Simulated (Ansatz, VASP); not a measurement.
One calculation of BaS, two programs

```
Ba S
1.0
     0.00000    3.19375    3.19375
     3.19375    0.00000    3.19375
     3.19375    3.19375    0.00000
Ba S
1 1
Direct
  0.00000 0.00000 0.00000
  0.50000 0.50000 0.50000
```

Alike in both runs: task relaxation of cell and atoms; functional PBE; k mesh 7 × 7 × 7; occupations fermi-dirac, width 0.05 eV; no spin polarisation.

|  | VASP | Ansatz |
| --- | --- | --- |
| version | VASP 6.6.1 | Ansatz 0.2.0 |
| potentials or method | VASP PAW PBE potentials, release 64 (Ba_sv_GW, S_GW) | Ansatz PAW |
| plane-wave cutoff (eV) | 630 | 420 |
| valence electrons in the cell | 16 | 16 |

Ansatz gave:

```
gap on the k mesh at the Fermi level, each at its own relaxed structure (eV) : 2.29
relaxed volume (Å³/atom)                                                     : 33.21
relaxed cell length with the largest relative difference (Å)                 : 4.546
energy change over the relaxation (meV/atom)                                 : -2
```

Estimate VASP's values.

gap on the k mesh at the Fermi level, each at its own relaxed structure (eV): 2.29; relaxed volume (Å³/atom): 33.19; relaxed cell length with the largest relative difference (Å): 4.545; energy change over the relaxation (meV/atom): -2.

Caveats: spin-orbit coupling is left out, which moves the levels of the heavy elements; an odd mesh through Γ misses points on the zone boundary, where band edges often lie (VASP); odd divisions of the mesh miss points on the zone boundary, where band edges often lie, so the gap on the mesh can be too wide (Ansatz); the plane-wave basis is chosen anew once the cell has moved, so the energies of steps on either side of that aren't comparable (Ansatz). Zero-point motion and thermal expansion aren't in these numbers. A hybrid or GW would open this gap; PBE tends to underestimate it.
